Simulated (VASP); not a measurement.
F2, 2 atoms in the cell. The cell holds a molecule in a box, 2 atoms: a = 10.000 Å, b = 10.500 Å, c = 11.000 Å, α = 90.00°, β = 90.00°, γ = 90.00°. 

| Property | Result |
| --- | --- |
| Program | VASP 6.6.1 |
| Task | relaxation of the atoms |
| Functional | PBEsol |
| Potentials or basis | VASP PAW PBE potentials, release 64 (F_s) |
| Cutoff | 400 eV |
| k mesh | 1 × 1 × 1 |
| Occupations | gaussian, width 0.02 eV |
| Spin | no spin polarisation |
| Further INCAR settings | ALGO = Normal; EDIFF = 1e-07; ISYM = 0; IBRION = 2; EDIFFG = -0.005; NSW = 90 |

Potentials or basis: VASP PAW PBE potentials, release 64 (F_s).

The run is started by

```bash
$ cat potpaw_PBE.64/F_s/POTCAR > POTCAR
$ mpirun -np 1 vasp_std > vasp.out
```

Hardware: 1 thread of Intel(R) Xeon(R) 6975P-C (Granite Rapids), with other jobs on the host.

Problem. How long does it take, and how much memory?

Solution. Run time: 100 s on 1 thread of Intel(R) Xeon(R) 6975P-C (Granite Rapids) (shared host), peak memory 0.71 GiB. Counts: scf iterations 62, k points 1, ion steps 4.
